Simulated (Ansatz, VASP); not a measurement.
# One calculation of MgO, two programs

```
Mg O
1.0
     0.00000    2.10000    2.10000
     2.10000    0.00000    2.10000
     2.10000    2.10000    0.00000
Mg O
1 1
Cartesian
  0.0000 0.0000 0.0000
  2.1000 2.1000 2.1000
```

Alike in both runs: task single point; functional r2SCAN; k mesh 9 × 9 × 9; occupations fermi-dirac, width 0.05 eV; no spin polarisation.

|  | VASP | Ansatz |
| --- | --- | --- |
| version | VASP 6.6.1 | Ansatz 0.2.0 |
| potentials or method | VASP PAW PBE potentials, release 64 (Mg, O) | PAW, plane waves, scalar-relativistic |
| plane-wave cutoff (eV) | 520 | 500 |
| valence electrons in the cell | 8 | 16 |

```csv
,VASP,Ansatz,Ansatz less VASP
pressure (GPa),-0.6,0.5,+1.15
```

The two sets of potentials don't hold the same shells in valence.

Caveats: the PAW data sets were made with another functional, which shifts forces and pressure a little (VASP). r2SCAN opens gaps a little over a GGA but as a rule still falls short of measured ones.
